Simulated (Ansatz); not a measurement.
**Ni: single point with PBE**

Crystal: Ni.

```
Ni
1.0
     0.00000    1.73757    1.73757
     1.73757    0.00000    1.73757
     1.73757    1.73757    0.00000
Ni
1
Direct
  0.00000 0.00000 0.00000
```

| Item | Value |
| --- | --- |
| Program | Ansatz 0.2.0 |
| Task | single point |
| Functional | PBE |
| Potentials or basis | all-electron LAPW, scalar-relativistic |
| Cutoff | 320 eV (chosen from the basis error) |
| Basis error allowed | 0.001 eV/atom |
| k mesh | 13 × 13 × 13 |
| Occupations | gaussian, width 0.022 eV |
| Spin | collinear spin, ferromagnetic start |
| Starting moments | [1.0] μB |

```
Pressure               : 8.0 GPa
Band gap on the k mesh : none (metal or under the smearing width)
Net moment             : 0.64 μB per cell
Absolute moment        : 0.72 μB per cell
Site moments           : Ni +0.66 μB
```

Levels at points of the mesh, in eV from the Fermi level:
Spin up:
```csv
k point,band 7,band 8,band 9,band 10,band 11,band 12
"(0.00, 0.00, 0.00)",-2.59,-2.59,-1.32,-1.32,23.74,27.95
```
Spin down:
```tsv
k point	band 7	band 8	band 9	band 10	band 11	band 12
(0.00, 0.00, 0.00)	-1.81	-1.81	-0.74	-0.74	23.59	27.94
```

Run time: 8.7 s on 2 threads of Arm Neoverse V1, with other jobs on the host, peak memory 0.35 GiB.
